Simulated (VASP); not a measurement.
A run of VASP 6.6.1 is set up as follows.

File INCAR:

```
PREC     = Accurate       # precision mode
ENCUT    = 520            # plane-wave cutoff, eV
EDIFF    = 1E-6           # SCF threshold, eV
ISMEAR   = 0              # smearing method
SIGMA    = 0.02           # smearing width, eV
LREAL    = Auto         
LASPH    = True           # aspherical terms in the spheres
NELM     = 100            # most SCF steps
ALGO     = Fast           # electronic algorithm
ISIF     = 2              # what is computed and relaxed
LWAVE    = False          # write WAVECAR
LCHARG   = False          # write CHGCAR
GGA      = PE             # functional
NBANDS   = 166            # bands
```

KPOINTS

```
Automatic mesh
0
Gamma
  2 2 2
  0.5 0.5 0.5
```

Contents of POSCAR:

```
InP
1.0
   -5.9597880289      5.9597880289      5.9597880289
    5.9597880289     -5.9597880289      5.9597880289
    5.9597880289      5.9597880289     -5.9597880289
In P
16 16
Direct
    0.5000000000      0.5000000000      0.0000000000
    0.5000000000      0.7500000000      0.7500000000
    0.5000000000      0.0000000000      0.5000000000
    0.7500000000      0.2500000000      0.0000000000
    0.5000000000      0.2500000000      0.2500000000
    0.7500000000      0.5000000000      0.7500000000
    0.7500000000      0.7500000000      0.5000000000
    0.0000000000      0.0000000000      0.0000000000
    0.7500000000      0.0000000000      0.2500000000
    0.0000000000      0.2500000000      0.7500000000
    0.0000000000      0.5000000000      0.5000000000
    0.2500000000      0.7500000000      0.0000000000
    0.0000000000      0.7500000000      0.2500000000
    0.2500000000      0.0000000000      0.7500000000
    0.2500000000      0.2500000000      0.5000000000
    0.2500000000      0.5000000000      0.2500000000
    0.2500000000      0.5000000000      0.0000000000
    0.2500000000      0.7500000000      0.7500000000
    0.2500000000      0.0000000000      0.5000000000
    0.5000000000      0.2500000000      0.0000000000
    0.2500000000      0.2500000000      0.2500000000
    0.5000000000      0.5000000000      0.7500000000
    0.5000000000      0.7500000000      0.5000000000
    0.7500000000      0.0000000000      0.0000000000
    0.5000000000      0.0000000000      0.2500000000
    0.7500000000      0.2500000000      0.7500000000
    0.7500000000      0.5000000000      0.5000000000
    0.0000000000      0.7500000000      0.0000000000
    0.7500000000      0.7500000000      0.2500000000
    0.0000000000      0.0000000000      0.7500000000
    0.0000000000      0.2500000000      0.5000000000
    0.0000000000      0.5000000000      0.2500000000
```

Potentials or basis: VASP PAW PBE potentials, release 64 (In_d, P).

Run with:

```sh
$ cat potpaw_PBE.64/In_d/POTCAR potpaw_PBE.64/P/POTCAR > POTCAR
$ mpirun -np 1 vasp_std > vasp.out
```

What does it give for the pressure?

0.0 GPa.

Predict the band gap on the k mesh.

2.12 eV.

Caveat: spin-orbit coupling is left out, which moves the levels of the heavy elements. A k mesh can miss the band edges.
